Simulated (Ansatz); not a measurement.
CdSe in the zincblende structure, relaxed with r2SCAN in the PAW code Ansatz. Space group F-43m (No. 216), cubic; conventional cell a = 6.136 Å, 28.87 Å³ an atom. Cd has 4 Se at 2.66 Å; Se has 4 Cd at 2.66 Å.

The axes x, y and z are those of this cell:
```
CELL_PARAMETERS angstrom
0.00000 3.06778 3.06778
3.06778 0.00000 3.06778
3.06778 3.06778 0.00000
ATOMIC_POSITIONS crystal
Cd 0.00000 0.00000 0.00000
Se 0.25000 0.25000 0.25000
```

Unstrained: With PBE the gap is 0.555 eV and direct, at Γ. With r2SCAN the gap is 1.037 eV and direct, at Γ. The HSE06 gap is direct at Γ: 1.483 eV. Meshes: PBE 8×8×8, r2SCAN 8×8×8, HSE06 6×6×6. Strains are changes of length per length. After each strain the atoms were relaxed again with r2SCAN within the symmetry that the strain leaves, so tilts or polar shifts that break it weren't tested; points keep the names that they have in the unstrained zone. The values are computed, spin-unpolarised, and not measurements.

(1) For epitaxial +3.27 % in the xy plane, how far does the free direction move, and what happens to the gap?

(2) Estimate what uniaxial +3.16 % along x, other directions held does to the gap.

(3) Estimate what epitaxial -1.95 % in the plane normal to [111], free normal strain +1.74 % does to the gap.

(4) Order the strained cells by their HSE06 gap, smallest first.
A. uniaxial +3.16 % along x, other directions held
B. epitaxial +3.27 % in the xy plane
C. epitaxial -1.95 % in the plane normal to [111]

## Answers

(1) The normal strain at zero normal stress is -5.07 %, 1.55 of the in-plane strain with the sign turned. PBE: the gap goes from 0.555 to 0.371 eV (-0.184 eV); with r2SCAN the top three valence levels at Γ, degenerate before, become 1+2 from the top over 222 meV. r2SCAN: the gap goes from 1.037 to 0.850 eV (-0.187 eV). HSE06: the gap goes from 1.483 to 1.287 eV (-0.196 eV).

(2) PBE: the gap goes from 0.555 to 0.456 eV (-0.099 eV); with r2SCAN the top three valence levels at Γ, degenerate before, become 2+1 from the top over 100 meV. r2SCAN: the gap goes from 1.037 to 0.931 eV (-0.106 eV). HSE06: the gap goes from 1.483 to 1.369 eV (-0.114 eV). The r2SCAN energy rises by 5.8 meV an atom.

(3) PBE: the gap goes from 0.555 to 0.529 eV (-0.026 eV); with r2SCAN the top three valence levels at Γ, degenerate before, become 2+1 from the top over 188 meV. r2SCAN: the gap goes from 1.037 to 1.010 eV (-0.027 eV). HSE06: the gap goes from 1.483 to 1.458 eV (-0.025 eV). The r2SCAN energy rises by 5.7 meV an atom.

(4) B (1.29 eV), A (1.37 eV), C (1.46 eV).

Spin-orbit coupling is left out.

The meshes of the hybrids are coarse, so their gaps aren't converged to the digits shown.

The splittings at Γ are without spin-orbit coupling, which regroups them where it is of like size or larger.
